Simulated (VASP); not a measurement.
## Te: single point with PBE

Crystal: Te.

```
Te
1.0
     4.41238    0.00000    0.00000
    -2.20619    3.82123    0.00000
     0.00000    0.00000    5.96142
Te
3
Direct
  0.27747 0.00000 0.33333
  0.00000 0.27747 0.66667
  0.72253 0.72253 0.00000
```

The cell was built by a generator and needn't be a form met in nature.

```
Program                : VASP 6.6.1
Task                   : single point
Functional             : PBE
Potentials or basis    : VASP PAW PBE potentials, release 64 (Te)
Cutoff                 : 300 eV
k mesh                 : 9 × 9 × 6
Occupations            : gaussian, width 0.01 eV
Spin                   : non-collinear spin, zero start, spin-orbit coupling
Starting moments       : [[0.0, 0.0, 0.0], [0.0, 0.0, 0.0], [0.0, 0.0, 0.0]] μB
Pressure (GPa)         : 1
Geometry from          : PBE
Further INCAR settings : ALGO = Normal; EDIFF = 1e-06
```

- Pressure: 1.3 GPa
- Largest force: 0.028 eV/Å
- Net moment: 0.00 μB per cell
- Valence electrons inside the program's atomic spheres: Te 3.29

Forces on the atoms (eV/Å):
```
Te   0.028  0.000  0.000
Te  -0.014  0.024  0.000
Te  -0.014 -0.024  0.000
```

Stress tensor (GPa, compression positive):
```
1.20 0.00 0.00
0.00 1.20 0.00
0.00 0.00 1.52
```

Moments on the atoms (μB; x, y, z):
```
Te  0.00 0.00 0.00
Te  0.00 0.00 0.00
Te  0.00 0.00 0.00
```

It took 3 min on 1 thread of Intel(R) Xeon(R) Platinum 8488C (Sapphire Rapids), with other jobs on the host, peak memory 0.36 GiB.
